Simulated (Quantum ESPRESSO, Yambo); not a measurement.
Planning a run of Yambo 5.3.0 on SiC (F-43m). The input:

```
optics
chi
dipoles
Chimod= "HARTREE"
% QpntsRXd
 1 | 4 |
%
% BndsRnXd
 1 | 23 |
%
NGsBlkXd= 3 Ry
% EnRngeXd
 0 | 30 | eV
%
% DmRngeXd
 0.2 | 0.2 | eV
%
ETStpsXd= 301
% LongDrXd
 1 | 0 | 0 |
%
```

```sh
OMP_NUM_THREADS=1 mpirun -n 4 yambo -F optics1.in -J optics1 -C optics1 > optics1.log
```

The stored states that it reads are on a 12×12×12 mesh. Symmetry: F-43m, No. 216, cubic system. Conventional cell: a = 4.358 Å, b = 4.358 Å, c = 4.358 Å, α = 90.00°, β = 90.00°, γ = 90.00°. Nearest to Si lie 4 C at 1.89 Å. Nearest to C lie 4 Si at 1.89 Å. Farther neighbours are not listed.

Estimate wall time and host memory on 4 MPI ranks of Arm Neoverse V2, shared host.

It took 19 s; on shared hardware allow 9.6 s to 38 s. Peak host memory was 1.3 GiB.

[Paths, hosts, dates, memory and timing lines, banners, echoed tables and standing remarks are left out of the program output.]

[Logs are printed without paths, hosts, clocks, repeated set-up lines and the standing remarks that a program may print on its own settings, such as how far it seeks lower states.]

[Runs of the session that timed out or met a known fault of the program may be left out.]

[Hosts, paths, dates, database ids (printed as entryN), source tags and the programs' standing remarks are cut or masked in the printed files.]
